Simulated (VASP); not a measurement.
Here is a VASP 6.6.1 calculation.

Contents of INCAR:

```
SYSTEM = Ag2O
  PREC = Accurate
  ENCUT = 600
  EDIFF = 1E-7
  ISMEAR = -1
  SIGMA = 0.05
  LREAL = .FALSE.
  LASPH = .TRUE.
  NELM = 60
  ALGO = Normal
  ISIF = 3
  LWAVE = .FALSE.
  LCHARG = .FALSE.
  GGA = PS
  IBRION = 2
  NSW = 60
  EDIFFG = -0.01
```

The input KPOINTS:

```
regular mesh
0
G
  5 5 5
  0 0 0
```

File POSCAR:

```
Ag2O
1.0
    4.7180000000      0.0000000000      0.0000000000
    0.0000000000      4.7180000000      0.0000000000
    0.0000000000      0.0000000000      4.7180000000
Ag O
4 2
Direct
    0.7500000000      0.2500000000      0.7500000000
    0.7500000000      0.7500000000      0.2500000000
    0.2500000000      0.7500000000      0.7500000000
    0.2500000000      0.2500000000      0.2500000000
    0.5000000000      0.5000000000      0.5000000000
    0.0000000000      0.0000000000      0.0000000000
```

Potentials or basis: VASP PAW PBE potentials, release 64 (Ag, O).

The run is started by

```console
$ cat potpaw_PBE.64/Ag/POTCAR potpaw_PBE.64/O/POTCAR > POTCAR
$ mpirun -np 1 vasp_std > vasp.out
```

(1) Predict the relaxed volume.

(2) Estimate the band gap on the k mesh.

(3) Estimate the space group after relaxing (to 0.05 Å).

Results:

(1) 17.34 Å³/atom.

(2) none (metal or under the smearing width).

(3) Pn-3m (No. 224).

Caveat: the PAW data sets were made with another functional, which shifts forces and pressure a little.
